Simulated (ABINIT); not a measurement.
Runs of ABINIT 10.8.3 (patched build) on BN. It takes space group R3m (No. 160, trigonal). The conventional cell has a = 2.502 Å, b = 2.502 Å, c = 10.119 Å, α = 90.00°, β = 90.00°, γ = 120.00°. N (site symmetry 3m) has 3 B at 1.44 Å as nearest neighbours. Around B (site symmetry 3m) lie 3 N at 1.44 Å. The cell is a database's computed one.

| level | gap on the mesh (eV) | pressure (GPa) | largest force (eV/Å) |
| --- | --- | --- | --- |
| LDA | (a) | -3.8 | - |
| SCAN | 4.74 | 2.0 | (d) |
| BLYP | (b) | 5.4 | - |
| PBEsol | 4.17 | 1.0 | - |
| AM05 | (c) | 1.5 | - |
| r2SCAN | 4.80 | 3.4 | 0.02 |

Alike in all rows: task band structure; potentials or basis JTH PAW PBE v2.0; no spin polarisation; cell as given; k mesh 12 × 12 × 12; cutoff (eV) 844; smearing fermi-dirac 0.05 eV.

Problem. Fill in the values left out.

Solution. (a) 4.10; (b) 4.35; (c) 4.22; (d) 0.04.

Caveats: the PAW data sets were made with another functional, which shifts forces and pressure a little; the atomic spheres overlap.

A k mesh can miss the band edges.
